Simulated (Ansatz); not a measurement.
Input and command of a calculation in Ansatz (plane waves; scalar-relativistic PAW potentials unless the input names others):

```yaml
crystal:
  lattice:
    - [3.92663851, 0.0, 0.0]
    - [0.0, 3.92663851, 0.0]
    - [0.0, 0.0, 3.92663851]
  atoms:
    - { symbol: Ag, position: [0.75, 0.75, 0.75] }
    - { symbol: Ag, position: [0.75, 0.25, 0.25] }
    - { symbol: Ag, position: [0.25, 0.25, 0.75] }
    - { symbol: Ag, position: [0.25, 0.75, 0.25] }
    - { symbol: O, position: [0.0, 0.0, 0.0] }
    - { symbol: O, position: [0.5, 0.5, 0.5] }
basis:
  ecutwfc: 420
kpoints:
  mp_grid: { grid: [8, 8, 8] }
hamiltonian:
  xc: pbe
scf:
  occupations: { method: gaussian, width: 0.1 }
  max_iter: 60
output:
  forces: true
  eigenvalues: true
  stress: true
```

```bash
ansatz run input.yaml --threads 1 --pin off --max-ram 2560MiB --backend cpu --events-out ev --progress --plain --runs-dir out
```

Abridged log:
```
Basis set: ecut = 420 eV, 1213 PW (Γ), exchange–correlation on 54×54×54 points (8 copies of the dense FFT grid, shifted against one another)
Bands: 53, of which v1, the nominal top of the filled ones, is band 44 counted from 1 (43 counted from 0)
Symmetry: 48 space group operations
k-points: 35 of 512
SCF iter   1: F=—  HF=-31475.040416 eV  |F-HF|=—  |Δ(HF+E_count)|=         —  Δρ=6.29e-3  dr2=8.90e-3  ethr=1.77e-3  ⟨swp⟩=5.9  Hψ=6349  notcnv=0  defer=15
SCF iter   2: F=—  HF=-31475.042901 eV  |F-HF|=—  |Δ(HF+E_count)|=   2.48e-3  Δρ=2.56e-3  dr2=9.37e-4  ethr=1.01e-5  ⟨swp⟩=2.0  Hψ=3105  notcnv=0  defer=28
SCF iter   3: F=—  HF=-31475.043121 eV  |F-HF|=—  |Δ(HF+E_count)|=   2.20e-4  Δρ=1.03e-3  dr2=2.18e-4  ethr=1.06e-6  ⟨swp⟩=1.3  Hψ=2044  notcnv=0  defer=28
SCF iter   4: F=—  HF=-31475.043198 eV  |F-HF|=—  |Δ(HF+E_count)|=   7.72e-5  Δρ=1.50e-4  dr2=1.15e-5  ethr=2.48e-7  ⟨swp⟩=2.5  Hψ=2958  notcnv=0  defer=28
SCF iter   5: F=—  HF=-31475.043217 eV  |F-HF|=—  |Δ(HF+E_count)|=   1.90e-5  Δρ=3.58e-5  dr2=8.11e-7  ethr=1.31e-8  ⟨swp⟩=2.1  Hψ=2544  notcnv=0  defer=28
SCF iter   6: F=-31475.043217 eV  HF=-31475.043217 eV  |F-HF|=1.06e-9  |Δ(HF+E_count)|=   1.72e-7  Δρ=1.04e-5  dr2=3.45e-8  ethr=1.14e-10  ⟨swp⟩=8.9  Hψ=7200  notcnv=0
SCF 1 converged in 6 iterations: F = -31475.043217 eV  dr2 = 3.45e-8
SCF converged after 6 iterations
Free energy (F): -31475.043217 eV
Harris-Foulkes:  -31475.043217 eV  (|F-HF|=1.06e-9)
Internal energy: -31475.041119 eV  (E = F + TS)
E sigma→0 (E₀):  -31475.042168 eV
Entropy (-TS):   -0.002098 eV (-0.350 meV/atom)
Fermi energy:    25.192008 eV
--- Forces (eV/Å), atoms counted from 1 ---
  atom   1  Ag     0.00000000     0.00000000     0.00000000
  atom   2  Ag     0.00000000     0.00000000     0.00000000
  atom   3  Ag     0.00000000     0.00000000     0.00000000
  atom   4  Ag     0.00000000     0.00000000     0.00000000
  atom   5  O      0.00000000     0.00000000     0.00000000
  atom   6  O      0.00000000     0.00000000     0.00000000
--- Stress (GPa, compression-positive) ---
      203.773799       0.000000       0.000000
        0.000000     203.773799       0.000000
        0.000000       0.000000     203.773799
  P = ⅓ Tr σ = 203.7738 GPa (2037.738 kbar)
```

The run was meant for a cell not far from equilibrium. What should be changed?

The fault is a lattice far too small (lattice vectors times 0.800). Setting it back cures it. The run converged all the same, with an energy at zero smearing 2.9 eV/atom above the reference's, pressure 203.77 GPa, largest force 0.000 eV/Å, no gap on the mesh, so convergence alone doesn't show that an input is right. A reference run of the cell with lattice vectors 4.9083 0.0000 0.0000; 0.0000 4.9083 0.0000; 0.0000 0.0000 4.9083 Å and the atoms in their places converged with pressure -3.56 GPa, largest force 0.000 eV/Å, no gap on the mesh.

It took 4.2 s on 1 thread of Arm Neoverse V2 (shared host), peak memory 0.35 GiB.